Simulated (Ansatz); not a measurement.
# V (P6_3/mmc) in Ansatz: further runs

One crystal, V, is run at these levels: r2SCAN, PBE; tasks: single point, equation of state, phonons.

Everything below comes from runs of Ansatz 0.2.0. Logs are shortened: lines on timing, memory, paths and dates and some standing lists are left out, and cuts for length are marked.

### 1 The structure

It takes space group P6_3/mmc (No. 194, hexagonal). Conventional cell: a = 2.604 Å, b = 2.604 Å, c = 4.723 Å, α = 90.00°, β = 90.00°, γ = 120.00°. Around V (site symmetry -6m2) lie 12 V at 2.60 to 2.80 Å.

This isn't the form of V at room conditions, which is bcc.

### 2 Single point, r2SCAN, collinear spin, ferromagnetic start, 13.04 Å³/atom (volume scaled by 0.94)

input.yaml

```yaml
crystal:
  lattice:
    - [2.551130326, 0.0, 0.0]
    - [-1.275565163, 2.2093436706, 0.0]
    - [0.0, 0.0, 4.6269143324]
  atoms:
    - { symbol: V, position: [0.3333333333, 0.6666666667, 0.25], spin: 2.0 }
    - { symbol: V, position: [0.6666666667, 0.3333333333, 0.75], spin: 2.0 }
hamiltonian:
  xc: r2scan
  pseudopotentials: { kind: paw }
magnetization:
  spin_polarized: true
kpoints:
  mp_grid: { grid: [12, 12, 6] }
scf:
  occupations: { method: fermi_dirac, width: 0.05 }
output:
  forces: true
  stress: true
  eigenvalues: true
```

Potentials or basis: Ansatz PAW.

Run with:

```
ansatz run input.yaml --threads 2 --pin off --max-ram 5632MiB --backend cpu --events-out ev --progress --plain --runs-dir out
```

Output:

```text
Warning: RAYON_NUM_THREADS=2 ignored (pool sized by the plan → 2); use --threads N
Engine: ansatz 0.2.0, x86_64-unknown-linux-gnu
Pseudopotentials: kind: paw
Pseudopotential: V, paw, valence charge 13, recommended cutoff 500 eV (meta_gga), V.paw.azcp
Functional definition: r2SCAN
  parameter k0 = 0.174
  parameter k1 = 0.065
  parameter a1 = 4.9479
  exchange = r2scan_x(k0 = k0, k1 = k1, a1 = a1)
  correlation = r2scan_c
Crystal: 2 atoms, lattice volume = 26.079 Å³
Basis set: ecut = 500 eV, 665 PW (Γ), exchange–correlation on 80×80×144 points (64 copies of the dense FFT grid, shifted against one another)
Bands: 19, of which v1, the nominal top of the filled ones, is band 13 counted from 1 (12 counted from 0)
Symmetry: 24 space group operations
Space group: P63/mmc (ITA 194), of the structure as read, at distance tolerance 3.0e-5 Å
Magnetic group: BNS 194.263 (UNI 1493), of the structure as read, at distance tolerance 3.0e-5 Å
k-points: 76 of 864
Non-local potential: V, projectors of the file, l = 0: 3, l = 1: 2, l = 2: 3, l = 3: 1
PAW form: soft (Blöchl's): semilocal exchange-correlation on the pseudo side does not see the compensation charge
PAW frozen core: V, regenerated for the run's functional (the file was generated under x = pbe(κ = 0.804, μ = 0.2195149727645171), c = pbe(β = 0.06672455060314922))
PAW one-centre angular grid: V, 590 points (default); XC on 160 Gauss nodes
Initial density: superposition of atomic densities (chi_scale 0.1, normalization cell)
Starting moments: Σ|m| = 4 μB on 2 of 2 sites
Initial wavefunctions: pseudopotential atomic-orbital guess
Functional: x = r2scan, c = r2scan; τ floored in thin density (d = 2e-4 eV/Å³)
SCF iter   1: F=—  HF=-5832.797264 eV  |F-HF|=—  |Δ(HF+E_count)|=         —  Δρ=1.00e-1 (↑1.00e-1 ↓3.03e-2)  dr2=1.79e0  dr2_τ=3.45e-2  dr2_m=8.35e-1  M=2.727 μB ∫|m|=2.727 μB  β_m=0.94  ethr=3.10e-3  ⟨swp⟩=3.8  Hψ=10580  notcnv=0
Mixer restart at iter 1: flushing history
preconditioner: auto → none  [metal: Δε(μ)=0.001 eV  Ē_g=5.730 eV  σ=0.050 eV  W_gap=0.01  n_scr=4 (ndim 8)  ℏωp=23.0 eV  f_vac=0.000  D(μ)=1.92/eV (n_scr^D=22)  sad-step TF]
SCF iter   2: F=—  HF=-5832.422453 eV  |F-HF|=—  |Δ(HF+E_count)|=   3.75e-1  Δρ=3.62e-2 (↑3.62e-2 ↓2.07e-2)  dr2=6.65e-1  dr2_τ=5.19e-3  dr2_m=3.23e-2  M=2.472 μB ∫|m|=2.478 μB  β_m=1.00  ethr=3.10e-3  ⟨swp⟩=2.8  Hψ=6446  notcnv=0  defer=109  κ⁻¹=1.0e0(r=1)
SCF iter   3: F=—  HF=-5832.685637 eV  |F-HF|=—  |Δ(HF+E_count)|=   2.63e-1  Δρ=1.03e-2 (↑1.03e-2 ↓9.29e-3)  dr2=5.01e-2  dr2_τ=1.36e-3  dr2_m=5.98e-4  M=2.281 μB ∫|m|=2.288 μB  β_m=1.00  ethr=2.56e-3  ⟨swp⟩=2.6  Hψ=5112  notcnv=0  defer=109  κ⁻¹=1.3e-1(r=2)
SCF iter   4: F=—  HF=-5833.455511 eV  |F-HF|=—  |Δ(HF+E_count)|=         —  Δρ=4.52e-2 (↑4.52e-2 ↓4.02e-2)  dr2=3.52e-2  dr2_τ=1.74e-2  dr2_m=4.22e-1  M=1.052 μB ∫|m|=1.077 μB  β_m=1.00  ethr=1.93e-4  ⟨swp⟩=2.3  Hψ=6115  notcnv=0  defer=95
Mixer restart at iter 4: flushing history
SCF iter   5: F=—  HF=-5833.528589 eV  |F-HF|=—  |Δ(HF+E_count)|=   7.31e-2  Δρ=1.66e-2 (↑7.02e-3 ↓1.66e-2)  dr2=1.12e-1  dr2_τ=1.03e-3  dr2_m=8.84e-3  M=0.912 μB ∫|m|=0.918 μB  β_m=1.00  ethr=1.92e-4  ⟨swp⟩=2.2  Hψ=5727  notcnv=0  defer=95
SCF iter   6: F=—  HF=-5833.540451 eV  |F-HF|=—  |Δ(HF+E_count)|=   1.19e-2  Δρ=8.97e-3 (↑4.26e-3 ↓8.97e-3)  dr2=1.05e-2  dr2_τ=5.97e-4  dr2_m=9.23e-3  M=0.750 μB ∫|m|=0.754 μB  β_m=1.00  ethr=1.92e-4  ⟨swp⟩=2.8  Hψ=6002  notcnv=0  defer=44  κ⁻¹=1.0e0(r=1)
SCF iter   7: F=—  HF=-5833.558627 eV  |F-HF|=—  |Δ(HF+E_count)|=   1.82e-2  Δρ=5.86e-3 (↑5.44e-3 ↓5.86e-3)  dr2=8.52e-4  dr2_τ=3.30e-4  dr2_m=7.33e-3  M=0.534 μB ∫|m|=0.537 μB  β_m=0.79  ethr=4.02e-5  ⟨swp⟩=2.9  Hψ=5938  notcnv=0  defer=46  κ⁻¹=1.0e-2(r=2)
SCF iter   8: F=—  HF=-5833.569778 eV  |F-HF|=—  |Δ(HF+E_count)|=   1.12e-2  Δρ=2.91e-3 (↑2.91e-3 ↓2.83e-3)  dr2=9.68e-5  dr2_τ=5.51e-5  dr2_m=1.92e-3  M=0.156 μB ∫|m|=0.164 μB  β_m=1.00  ethr=3.28e-6  ⟨swp⟩=2.2  Hψ=5788  notcnv=0  defer=49  κ⁻¹=5.5e-3(r=3)
SCF iter   9: F=—  HF=-5833.566835 eV  |F-HF|=—  |Δ(HF+E_count)|=   2.94e-3  Δρ=1.87e-3 (↑1.83e-3 ↓1.87e-3)  dr2=1.28e-4  dr2_τ=4.09e-5  dr2_m=7.61e-4  M=-0.090 μB ∫|m|=0.090 μB  β_m=1.00  ethr=3.72e-7  ⟨swp⟩=3.0  Hψ=6333  notcnv=0  defer=53  κ⁻¹=2.2e-3(r=4)
SCF iter  10: F=—  HF=-5833.573504 eV  |F-HF|=—  |Δ(HF+E_count)|=   6.67e-3  Δρ=1.24e-3 (↑1.24e-3 ↓1.21e-3)  dr2=2.58e-5  dr2_τ=1.18e-5  dr2_m=3.44e-4  M=0.054 μB ∫|m|=0.064 μB  β_m=0.84  ethr=3.72e-7  ⟨swp⟩=2.6  Hψ=5358  notcnv=0  defer=47  κ⁻¹=1.5e-4(r=5)
SCF iter  11: F=—  HF=-5833.575109 eV  |F-HF|=—  |Δ(HF+E_count)|=   1.60e-3  Δρ=5.10e-4 (↑5.10e-4 ↓4.78e-4)  dr2=5.19e-6  dr2_τ=1.78e-6  dr2_m=5.52e-5  M=0.019 μB ∫|m|=0.026 μB  β_m=0.30  ethr=9.93e-8  ⟨swp⟩=2.7  Hψ=5374  notcnv=0  defer=51  κ⁻¹=2.5e-5(r=6)
SCF iter  12: F=—  HF=-5833.575728 eV  |F-HF|=—  |Δ(HF+E_count)|=   6.20e-4  Δρ=7.74e-5 (↑7.74e-5 ↓6.41e-5)  dr2=2.57e-7  dr2_τ=4.03e-8  dr2_m=9.82e-7  M=0.005 μB ∫|m|=0.005 μB  β_m=0.30  ethr=2.00e-8  ⟨swp⟩=3.2  Hψ=6479  notcnv=0  defer=51  κ⁻¹=5.5e-6(r=7)
SCF iter  13: F=—  HF=-5833.575742 eV  |F-HF|=—  |Δ(HF+E_count)|=   1.33e-5  Δρ=5.78e-5 (↑5.76e-5 ↓5.78e-5)  dr2=5.90e-8  dr2_τ=3.72e-8  dr2_m=7.65e-7  M=0.002 μB ∫|m|=0.002 μB  β_m=1.00  ethr=9.90e-10  ⟨swp⟩=3.1  Hψ=5842  notcnv=0  defer=51  κ⁻¹=1.1e-6(r=8)
SCF iter  14: F=—  HF=-5833.575732 eV  |F-HF|=—  |Δ(HF+E_count)|=   9.69e-6  Δρ=1.73e-5 (↑1.73e-5 ↓1.59e-5)  dr2=2.29e-8  dr2_τ=3.73e-9  dr2_m=4.88e-8  M=0.002 μB ∫|m|=0.002 μB  β_m=1.00  ethr=2.27e-10  ⟨swp⟩=3.0  Hψ=6536  notcnv=0  defer=51  κ⁻¹=3.7e-6(r=8)
SCF iter  15: F=—  HF=-5833.575732 eV  |F-HF|=—  |Δ(HF+E_count)|=   2.36e-7  Δρ=2.64e-5 (↑2.64e-5 ↓2.60e-5)  dr2=5.08e-9  dr2_τ=7.17e-9  dr2_m=1.60e-7  M=0.002 μB ∫|m|=0.002 μB  β_m=1.00  ethr=8.79e-11  ⟨swp⟩=2.1  Hψ=4975  notcnv=0  defer=51  κ⁻¹=3.4e-7(r=8)
SCF iter  16: F=—  HF=-5833.575732 eV  |F-HF|=—  |Δ(HF+E_count)|=   9.85e-8  Δρ=7.46e-6 (↑7.33e-6 ↓7.46e-6)  dr2=1.11e-9  dr2_τ=7.30e-10  dr2_m=1.24e-8  M=0.001 μB ∫|m|=0.001 μB  β_m=1.00  ethr=1.95e-11  ⟨swp⟩=3.0  Hψ=5545  notcnv=0  defer=51  κ⁻¹=9.1e-8(r=8)
SCF iter  17: F=—  HF=-5833.575732 eV  |F-HF|=—  |Δ(HF+E_count)|=   2.02e-7  Δρ=1.37e-6 (↑1.37e-6 ↓1.19e-6)  dr2=8.42e-11  dr2_τ=2.80e-11  dr2_m=3.36e-10  M=0.000 μB ∫|m|=0.000 μB  β_m=1.00  ethr=4.29e-12  ⟨swp⟩=3.0  Hψ=6772  notcnv=0  defer=51  κ⁻¹=6.5e-8(r=8)
SCF iter  18: F=—  HF=-5833.575732 eV  |F-HF|=—  |Δ(HF+E_count)|=   2.27e-8  Δρ=3.82e-7 (↑3.82e-7 ↓3.77e-7)  dr2=1.97e-11  dr2_τ=1.82e-12  dr2_m=1.54e-11  M=-0.000 μB ∫|m|=0.000 μB  β_m=1.00  ethr=1.00e-12  ⟨swp⟩=2.6  Hψ=5341  notcnv=0  defer=51  κ⁻¹=1.2e-7(r=8)
SCF iter  19: F=—  HF=-5833.575732 eV  |F-HF|=—  |Δ(HF+E_count)|=   2.71e-9  Δρ=5.03e-7 (↑4.66e-7 ↓5.03e-7)  dr2=4.34e-12  dr2_τ=2.51e-12  dr2_m=5.25e-11  M=-0.000 μB ∫|m|=0.000 μB  β_m=1.00  ethr=1.00e-12  ⟨swp⟩=2.2  Hψ=9242  notcnv=0  κ⁻¹=1.0e-7(r=8)
SCF iter  20: F=—  HF=-5833.575732 eV  |F-HF|=—  |Δ(HF+E_count)|=  9.64e-11  Δρ=3.50e-7 (↑3.33e-7 ↓3.50e-7)  dr2=6.64e-13  dr2_τ=1.27e-12  dr2_m=2.73e-11  M=-0.000 μB ∫|m|=0.000 μB  β_m=1.00  ethr=1.00e-12  ⟨swp⟩=2.0  Hψ=5093  notcnv=0  κ⁻¹=2.8e-7(r=8)
SCF iter  21: F=-5833.575732 eV  HF=-5833.575732 eV  |F-HF|=2.91e-11  |Δ(HF+E_count)|=  2.18e-11  Δρ=2.07e-7 (↑2.04e-7 ↓2.07e-7)  dr2=2.66e-13  dr2_τ=4.30e-13  dr2_m=9.90e-12  M=-0.000 μB ∫|m|=0.000 μB  ethr=1.00e-12  ⟨swp⟩=1.4  Hψ=3573  notcnv=0
SCF 1 converged in 21 iterations: F = -5833.575732 eV  dr2 = 2.66e-13
WARN: the starting moments were not kept: the SCF closed with an absolute magnetisation of 3.6e-6 μB, where they sum to 4 μB in size (2 sites). That is at most 0.1 of that sum. Measured as dr2_m measures the in/out step, that magnetisation stands 4.1e-12 eV from none, at or under the dr2_threshold of 1.0e-7 eV: it is no larger than a step whose dr2_m would equal this threshold. The system may hold no moment; this SCF shows only that its start led to no more than that. To try another start: raise the starting moments (crystal.atoms[].spin, magnetization.per_species, magnetization.initial_magnetization, or on a non-collinear deck that types none of these the spinor_matrix: blocks that start its atoms; where the total moment is fixed, keep their sum and leave initial_magnetization as it is; typed ones take the place of any that the run laid by itself, positive ones on a crystal's lanthanoids without a Hubbard term where scf.initial_density.shell_occupations: [] is typed) or, if the notice of its spin-set hold's release reads "site moments contracting" or "site moments show no strong build", lengthen the hold (scf.mixing.spin_hold: { on: { confirm: 4 } }; for m-r²SCAN on two components see the key's manual first). Each may lead to a state that holds a moment. A second SCF, from the converged charge density, with the starting moments and any scf.initial_density.shell_occupations laid on it anew, would have followed, and was not run: the deck does not ask for one (magnetization.retry_lost_moments is false, the default). To let it run, set magnetization.retry_lost_moments: true and run the deck again, where that key's refused combinations let it; where memory then withholds it, that run's warning says so.
this state was not tested for a lower state beside it, because the mixer in use, unlike msr1, does not test its closes by its own steps (another_mixer; see scf.mixing.algorithm and scf.lower_state_search)
SCF converged after 21 iterations
Magnetization: -0.0000 μB (13.0000 up, 13.0000 down)
Absolute magnetization: 0.0000 μB (∫|ρ↑−ρ↓|, with the PAW one-centre terms)
Spin contamination: 0.0000 ħ² per cell (⟨S²⟩ above its minimum at these occupations)
Per-site moments (μB) at R_I (Å): [(-1.384531190850323e-6, 1.0523412594557389), (-1.3845311908389301e-6, 1.0523412594557389)]
Free energy (F): -5833.575732 eV
Harris-Foulkes:  -5833.575732 eV  (|F-HF|=2.91e-11)
Internal energy: -5833.552769 eV  (E = F + TS)
E sigma→0 (E₀):  -5833.564250 eV
Entropy (-TS):   -0.022963 eV (-11.482 meV/atom)
Fermi energy:    17.510271 eV
--- Per-component energies (eV) ---
  E_band       = -300.548539
  E_kinetic    = 675.640231
  E_local      = -1749.982325  (includes V_loc(G=0)·N_el)
  E_nonlocal   = -89.996023
  E_hartree    = 809.821012
  E_xc         = -253.960322
  E_vxc        = -369.896220  (∫ρ·V_xc dr)
  E_paw        = -2243.476511  (= ΣΔE_a)
  E_vpaw       = -410.795859  (= ΣTr[D̂ρ^β])
  E_aug_tail   = 0.000368  (compensation charges beyond the density's cutoff)
  E_vtau       = 24.839270  (kinetic-family band-sum trace: ∫τ·v_τ [+ j·A + Jᵃ·Aᵃ] dr)
  E_ewald      = -2981.067636
  E_core_change = -0.531562  (= ΣΔE_core)
  E_smearing   = -0.022963  (= −TS)
  E_closure    = 0.000000  (closes the sum)
  Σ components = -5833.575732   (vs F -5833.575732, Δ=0.00e0)
--- Forces (eV/Å), atoms counted from 1 ---
  atom   1  V      0.00000000    -0.00000000     0.00000000
  atom   2  V      0.00000000     0.00000000     0.00000000
  max |Σ_I F_I| component: 5.55e-17 eV/Å
--- Stress (GPa, compression-positive) ---
        9.088294      -0.000000       0.000000
        0.000000       9.088294       0.000000
        0.000000       0.000000       7.819369
  P = ⅓ Tr σ = 8.6653 GPa (86.653 kbar)
--- Band table (eV; the first three rows and the last of 152) ---
  k-point 0 ↑: bands = ["-49.0907", "-48.9478", "-22.1093", "-21.2966", "-21.1576", "-21.1576", "-21.0875", "-21.0875", "10.0046", "13.6667", "16.7888", "17.1136", "17.8948", "17.8948", "18.2532", "18.2532", "19.7091", "19.7091", "20.8796"]
  k-point 1 ↑: bands = ["-49.0812", "-48.9575", "-22.0567", "-21.3530", "-21.1529", "-21.1529", "-21.0922", "-21.0922", "10.2506", "13.5201", "16.6980", "16.7729", "17.8814", "17.8814", "18.1977", "18.1977", "19.8310", "19.8310", "20.8413"]
  k-point 2 ↑: bands = ["-49.0553", "-48.9838", "-21.9116", "-21.5055", "-21.1401", "-21.1401", "-21.1051", "-21.1051", "10.9462", "12.9394", "16.3114", "16.4748", "17.8811", "17.8811", "18.0694", "18.0694", "20.1247", "20.1247", "20.7054"]
  k-point 75 ↓: bands = ["-48.7797", "-48.7797", "-21.9599", "-21.9599", "-21.8633", "-21.8633", "-21.4151", "-21.4151", "15.6789", "15.6789", "15.7615", "15.7615", "16.8047", "16.8047", "18.6441", "18.6441", "20.7571", "20.7571", "26.4395"]
```

Wall time 7.3 s (2 threads of Intel Xeon Platinum 8488C (Sapphire Rapids), shared host); peak memory 0.47 GiB.

What came out:

```yaml
Free_energy: -5833.5757 eV
Pressure: 8.7 GPa
Band_gap_on_the_k_mesh: none (metal or under the smearing width)
Net_moment: 0.00 μB per cell
Absolute_moment: 0.00 μB per cell
```

Caveat: the magnetic or orbital state may not be the lowest; the PAW data sets come from PBE, with cores solved anew for the run's functional, which leaves a small shift of forces and pressure; the starting moments weren't kept.

### 3 Single point, r2SCAN, collinear spin, ferromagnetic start, 13.32 Å³/atom (volume scaled by 0.96)

Changes to input.yaml since step 2:

```diff
@@ -2,5 +2,5 @@
   lattice:
-    - [2.551130326, 0.0, 0.0]
-    - [-1.275565163, 2.2093436706, 0.0]
-    - [0.0, 0.0, 4.6269143324]
+    - [2.5690966245, 0.0, 0.0]
+    - [-1.2845483122, 2.2249029415, 0.0]
+    - [0.0, 0.0, 4.6594993097]
   atoms:
```

Potentials or basis: Ansatz PAW.

Run with:

```
ansatz run input.yaml --threads 2 --pin off --max-ram 5632MiB --backend cpu --events-out ev --progress --plain --runs-dir out
```

It took 7.3 s on 2 threads of Intel Xeon Platinum 8488C (Sapphire Rapids), shared host; peak memory 0.48 GiB.

Results (log left out):

```yaml
Free_energy: -5833.5981 eV
Pressure: 4.3 GPa
Band_gap_on_the_k_mesh: none (metal or under the smearing width)
Net_moment: 0.00 μB per cell
Absolute_moment: 0.00 μB per cell
```

Caveat: the magnetic or orbital state may not be the lowest; the PAW data sets come from PBE, with cores solved anew for the run's functional, which leaves a small shift of forces and pressure; the starting moments weren't kept.

### 4 Single point, r2SCAN, collinear spin, ferromagnetic start, 13.59 Å³/atom (volume scaled by 0.98)

Changes to input.yaml since step 3:

```diff
@@ -2,5 +2,5 @@
   lattice:
-    - [2.5690966245, 0.0, 0.0]
-    - [-1.2845483122, 2.2249029415, 0.0]
-    - [0.0, 0.0, 4.6594993097]
+    - [2.5868150921, 0.0, 0.0]
+    - [-1.293407546, 2.2402475846, 0.0]
+    - [0.0, 0.0, 4.6916348032]
   atoms:
@@ -21 +21,5 @@
   eigenvalues: true
+  write_density: true
+  write_potential: true
+  elf: true
+  volumetric_format: npy
```

Run with:

```
ansatz run input.yaml --threads 2 --pin off --max-ram 5632MiB --backend cpu --events-out ev --progress --plain --runs-dir out
```

It took 8.2 s on 2 threads of Intel Xeon Platinum 8488C (Sapphire Rapids), shared host; peak memory 0.48 GiB.

Results (log left out):

```
Free energy            : -5833.6061 eV
Pressure               : 0.4 GPa
Band gap on the k mesh : none (metal or under the smearing width)
Net moment             : 0.00 μB per cell
Absolute moment        : 0.00 μB per cell
```

Caveat: the magnetic or orbital state may not be the lowest; the PAW data sets come from PBE, with cores solved anew for the run's functional, which leaves a small shift of forces and pressure; the starting moments weren't kept.

### 5 Single point, r2SCAN, collinear spin, ferromagnetic start, 13.87 Å³/atom

Changes to input.yaml since step 4:

```diff
@@ -2,5 +2,5 @@
   lattice:
-    - [2.5868150921, 0.0, 0.0]
-    - [-1.293407546, 2.2402475846, 0.0]
-    - [0.0, 0.0, 4.6916348032]
+    - [2.6042941027, 0.0, 0.0]
+    - [-1.3021470513, 2.2553848518, 0.0]
+    - [0.0, 0.0, 4.723336]
   atoms:
```

Run with:

```
ansatz run input.yaml --threads 2 --pin off --max-ram 5632MiB --backend cpu --events-out ev --progress --plain --runs-dir out
```

It took 9.7 s on 2 threads of Intel Xeon Platinum 8488C (Sapphire Rapids), shared host; peak memory 0.48 GiB.

Results (log left out):

- Free energy: -5833.6011 eV
- Pressure: -3.2 GPa
- Band gap on the k mesh: none (metal or under the smearing width)
- Net moment: 0.00 μB per cell
- Absolute moment: 0.00 μB per cell

Caveat: the magnetic or orbital state may not be the lowest; the PAW data sets come from PBE, with cores solved anew for the run's functional, which leaves a small shift of forces and pressure; the starting moments weren't kept.

### 6 Single point, r2SCAN, collinear spin, ferromagnetic start, 14.15 Å³/atom (volume scaled by 1.02)

Changes to input.yaml since step 5:

```diff
@@ -2,5 +2,5 @@
   lattice:
-    - [2.6042941027, 0.0, 0.0]
-    - [-1.3021470513, 2.2553848518, 0.0]
-    - [0.0, 0.0, 4.723336]
+    - [2.6215415862, 0.0, 0.0]
+    - [-1.310770793, 2.2703216106, 0.0]
+    - [0.0, 0.0, 4.7546172825]
   atoms:
@@ -21,5 +21 @@
   eigenvalues: true
-  write_density: true
-  write_potential: true
-  elf: true
-  volumetric_format: npy
```

Potentials or basis: Ansatz PAW.

Run with:

```
ansatz run input.yaml --threads 2 --pin off --max-ram 5632MiB --backend cpu --events-out ev --progress --plain --runs-dir out
```

Wall time 9.5 s (2 threads of Intel Xeon Platinum 8488C (Sapphire Rapids), shared host); peak memory 0.48 GiB.

It converged, with:

```yaml
Free_energy: -5833.5844 eV
Pressure: -6.4 GPa
Band_gap_on_the_k_mesh: none (metal or under the smearing width)
Net_moment: 0.00 μB per cell
Absolute_moment: 0.00 μB per cell
```

Caveat: the magnetic or orbital state may not be the lowest; the PAW data sets come from PBE, with cores solved anew for the run's functional, which leaves a small shift of forces and pressure; the starting moments weren't kept.

### 7 Single point, r2SCAN, collinear spin, ferromagnetic start, 14.43 Å³/atom (volume scaled by 1.04)

The moment here breaks from that of the other volumes: this run ended in another magnetic state.

Changes to input.yaml since step 6:

```diff
@@ -2,5 +2,5 @@
   lattice:
-    - [2.6215415862, 0.0, 0.0]
-    - [-1.310770793, 2.2703216106, 0.0]
-    - [0.0, 0.0, 4.7546172825]
+    - [2.6385650605, 0.0, 0.0]
+    - [-1.3192825302, 2.2850643718, 0.0]
+    - [0.0, 0.0, 4.7854922858]
   atoms:
```

Run with:

```
ansatz run input.yaml --threads 2 --pin off --max-ram 5632MiB --backend cpu --events-out ev --progress --plain --runs-dir out
```

Wall time 8.5 s (2 threads of Intel Xeon Platinum 8488C (Sapphire Rapids), shared host); peak memory 0.48 GiB.

It converged, with:

| Item | Value |
| --- | --- |
| Free energy | -5833.5566 eV |
| Pressure | -8.5 GPa |
| Band gap on the k mesh | none (metal or under the smearing width) |
| Net moment | 0.74 μB per cell |
| Absolute moment | 0.74 μB per cell |
| Site moments | V +0.31 μB |

Caveat: the magnetic or orbital state may not be the lowest; the PAW data sets come from PBE, with cores solved anew for the run's functional, which leaves a small shift of forces and pressure.

### 8 Single point, r2SCAN, collinear spin, ferromagnetic start, 14.70 Å³/atom (volume scaled by 1.06)

The moment here breaks from that of the other volumes: this run ended in another magnetic state.

Changes to input.yaml since step 7:

```diff
@@ -2,5 +2,5 @@
   lattice:
-    - [2.6385650605, 0.0, 0.0]
-    - [-1.3192825302, 2.2850643718, 0.0]
-    - [0.0, 0.0, 4.7854922858]
+    - [2.6553716605, 0.0, 0.0]
+    - [-1.3276858302, 2.2996193144, 0.0]
+    - [0.0, 0.0, 4.8159739502]
   atoms:
```

Run with:

```
ansatz run input.yaml --threads 2 --pin off --max-ram 5632MiB --backend cpu --events-out ev --progress --plain --runs-dir out
```

It took 7.3 s on 2 threads of Intel Xeon Platinum 8488C (Sapphire Rapids), shared host; peak memory 0.48 GiB.

It converged, with:

| Item | Value |
| --- | --- |
| Free energy | -5833.5234 eV |
| Pressure | -10.7 GPa |
| Band gap on the k mesh | none (metal or under the smearing width) |
| Net moment | 0.99 μB per cell |
| Absolute moment | 0.99 μB per cell |
| Site moments | V +0.42 μB |

Caveat: the magnetic or orbital state may not be the lowest; the PAW data sets come from PBE, with cores solved anew for the run's functional, which leaves a small shift of forces and pressure.

[end of part 1 of 2]
